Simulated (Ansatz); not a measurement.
**TaN (P-6m2), a sublattice moved along a line**

Method: DFT r2SCAN, scalar-relativistic, plane waves, PAW (Ansatz). Cutoff 500 eV, Γ-centred 24×24×20 k-points, Gaussian smearing of 0.15 eV. Spin–orbit coupling is left out, which can shift energies with elements as heavy as these. No spin polarisation. Energies are free energies at this smearing, counted from the undisturbed cell; pressure is positive in compression.

The undisturbed cell (relaxed at this level; this form isn't the usual structure):

```
Ta N
1.0
     2.93615    0.00000    0.00000
    -1.46808    2.54278    0.00000
     0.00000    0.00000    2.88462
Ta N
1 1
Direct
  0.33333 0.66667 0.50000
  0.00000 0.00000 0.00000
```

Every N atom is moved by x along the Cartesian unit vector (0.000, 0.000, -1.000); the cell and all other atoms stay fixed. The cell is metallic on the mesh throughout.

```
  x (Å)  ΔE (meV/cell)
-0.2000          301.3
-0.1000           72.8
 0.0000            0.0
 0.0500           18.0
 0.1500          166.3
 0.1750          228.5
```

(1) Predict the force along x on the moved atoms (eV/Å) at each point.

## Answers

(1)
| x (Å) | force along x on the moved atoms (eV/Å) |
| --- | --- |
| -0.2000 | 3.13 |
| -0.1000 | 1.48 |
| 0.0000 | 0.00 |
| 0.0500 | -0.72 |
| 0.1500 | -2.28 |
| 0.1750 | -2.70 |